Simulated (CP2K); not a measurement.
The system is Ti.

```
Ti
1.0
     2.84230    0.00000    0.00000
    -0.94743    2.67974    0.00000
    -0.94743   -1.33987    2.32072
Ti
1
Direct
  0.00000 0.00000 0.00000
```

This isn't the form of Ti at room conditions, which is hcp.

Program: CP2K 2026.2. Alike in all runs: task band structure; no spin polarisation; cell as given; k mesh 11 × 11 × 11.

Problem. Order these runs on this cell by their pressure, lowest first.
A. level PBE; potentials or basis POTENTIAL_UZH Ti GTH-PBE-q12; TZVP-MOLOPT-PBE-GTH basis; smearing fermi-dirac 0.05 eV; NGRIDS 5; potentials Ti GTH-PBE-q12 of POTENTIAL_UZH; points a segment of the path (NPOINTS) 10; bands added on the path 2
B. level PBEsol; potentials or basis POTENTIAL_UZH Ti GTH-PBE-q12; TZVP-MOLOPT-PBE-GTH basis; smearing fermi-dirac 0.05 eV; NGRIDS 4; potentials Ti GTH-PBE-q12 of POTENTIAL_UZH; points a segment of the path (NPOINTS) 8; bands added on the path 4
C. level LDA; potentials or basis GTH_POTENTIALS Ti GTH-PADE-q12; TZVP-MOLOPT-PBE-GTH basis; smearing fermi-dirac 0.1 eV; NGRIDS 5; potentials Ti GTH-PADE-q12 of GTH_POTENTIALS; points a segment of the path (NPOINTS) 10; bands added on the path 4

Solution. C (-10.2 GPa), B (-6.6 GPa), A (-2.5 GPa).

Caveats: the basis of atomic orbitals isn't converged, which shifts pressures, moduli and gaps; the potentials were made for another functional, which shifts forces and pressure (some runs).
